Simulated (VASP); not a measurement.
BAs:

```xyz
2
Lattice="0.0000 2.3885 2.3885 2.3885 0.0000 2.3885 2.3885 2.3885 0.0000" Properties=species:S:1:pos:R:3 pbc="T T T"
B     0.0000    0.0000    0.0000
As    1.1943    1.1943    1.1943
```

- Program: VASP 6.6.1
- Task: relaxation of cell and atoms
- Functional: RPBE
- Potentials or basis: VASP PAW PBE potentials, release 64 (B, As)
- Cutoff: 600 eV
- k mesh: 10 × 10 × 10
- Occupations: gaussian, width 0.03 eV
- Spin: no spin polarisation

At the start: pressure 6.0 GPa; volume 13.63 Å³/atom.

**Question.** How do energy, volume and symmetry change on relaxing?

**Answer.** Over 3 steps the energy falls by 10.9 meV/atom and the volume is 14.23 Å³/atom (+4.5 %); space group F-43m (No. 216, to 0.05 Å).

The path:
```csv
step,energy change (eV),largest force (eV/Å),pressure (GPa),volume (Å³)
1,0.0000,0.0000,5.99,27.25
2,-0.0126,0.0000,-3.43,29.31
3,-0.0219,0.0000,0.00,28.47
```

Final structure:
```xyz
2
Lattice="0.0000 2.4235 2.4235 2.4235 0.0000 2.4235 2.4235 2.4235 0.0000" Properties=species:S:1:pos:R:3 pbc="T T T"
B     0.0000    0.0000    0.0000
As    1.2118    1.2118    1.2118
```

Caveat: the PAW data sets were made with another functional, which shifts forces and pressure a little.
